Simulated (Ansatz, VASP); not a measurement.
Sc: VASP beside Ansatz

File POSCAR:

```
Sc
3.309
    1.000000000000      0.000000000000      0.000000000000
   -0.500000000000      0.866025403778      0.000000000000
    0.000000000000      0.000000000000      1.593623451194
Sc
2
Direct
    0.6666666667      0.3333333333      0.7500000000
    0.3333333333      0.6666666667      0.2500000000
```

File INCAR.step1:

```
SYSTEM = Sc
PREC     = Accurate       ! precision mode
ENCUT    = 500            ! plane-wave cutoff, eV
EDIFF    = 1E-5           ! SCF threshold, eV
ISMEAR   = 1              ! smearing method
SIGMA    = 0.2            ! smearing width, eV
LREAL    = .False.        ! projectors in reciprocal space
LASPH    = .True.         ! aspherical terms in the spheres
NELM     = 80             ! most SCF steps
ALGO     = Normal         ! electronic algorithm
ISIF     = 2              ! what is computed and relaxed
LWAVE    = .True.         ! write WAVECAR
LCHARG   = .False.        ! write CHGCAR
GGA      = PE             ! functional
```

INCAR.step2

```
SYSTEM = Sc
PREC     = Accurate       ! precision mode
ENCUT    = 500            ! plane-wave cutoff, eV
EDIFF    = 1E-6           ! SCF threshold, eV
ISMEAR   = 1              ! smearing method
SIGMA    = 0.2            ! smearing width, eV
LREAL    = .False.        ! projectors in reciprocal space
LASPH    = .True.         ! aspherical terms in the spheres
NELM     = 80             ! most SCF steps
ALGO     = Normal         ! electronic algorithm
ISIF     = 2              ! what is computed and relaxed
LWAVE    = .False.        ! write WAVECAR
LCHARG   = .False.        ! write CHGCAR
GGA      = PS             ! functional
LHFCALC  = .True.         ! exact exchange
AEXX     = 0.25           ! exact-exchange fraction
PRECFOCK = Fast         
ISTART   = 1
```

File KPOINTS:

```
Automatic mesh
0
Gamma
  5 5 3
  0 0 0
```

input.yaml

```yaml
crystal:
  lattice:
    - [3.309, 0.0, 0.0]
    - [-1.6545, 2.8656780611, 0.0]
    - [0.0, 0.0, 5.2733]
  atoms:
    - { symbol: Sc, position: [0.6666666667, 0.3333333333, 0.75] }
    - { symbol: Sc, position: [0.3333333333, 0.6666666667, 0.25] }
hamiltonian:
  xc: { exchange: pbesol, correlation: pbesol, exx: { coeff: 0.25 } }
  pseudopotentials: { kind: paw }
kpoints:
  mp_grid: { grid: [5, 5, 3] }
scf:
  occupations: { method: methfessel_paxton, width: 0.2 }
output:
  forces: true
  stress: true
  eigenvalues: true
  write_density: true
  write_potential: true
  elf: true
  volumetric_format: npy
```

Alike in both runs: task single point; functional PBEsol0; k mesh 5 × 5 × 3; occupations methfessel-paxton of order 1, width 0.2 eV; no spin polarisation.

```csv
,VASP,Ansatz
version,VASP 6.6.1,Ansatz 0.2.0
potentials or method,"VASP PAW PBE potentials, release 54 (Sc_sv)",Ansatz PAW
plane-wave cutoff (eV),500,420
valence electrons in the cell,22,22
```

|  | VASP | Ansatz | Ansatz less VASP |
| --- | --- | --- | --- |
| gap on the k mesh at the Fermi level (eV) | none | none | - |
| pressure (GPa) | -0.9 | -0.5 | +0.36 |
| largest component of the traceless stress (GPa) | 0.28 | 0.36 | +0.072 |

A gap of «none» marks a metal or a gap that the smearing closes.

Caveats: the k mesh is coarse (spacing up to 0.44 Å⁻¹), so the values aren't converged, least of all with exact exchange; the PAW data sets were made with another functional, which shifts forces and pressure a little (VASP); the PAW data sets come from PBE, with cores solved anew for the run's functional, which leaves a small shift of forces and pressure (Ansatz); the thresholds are loose for stress (Ansatz).
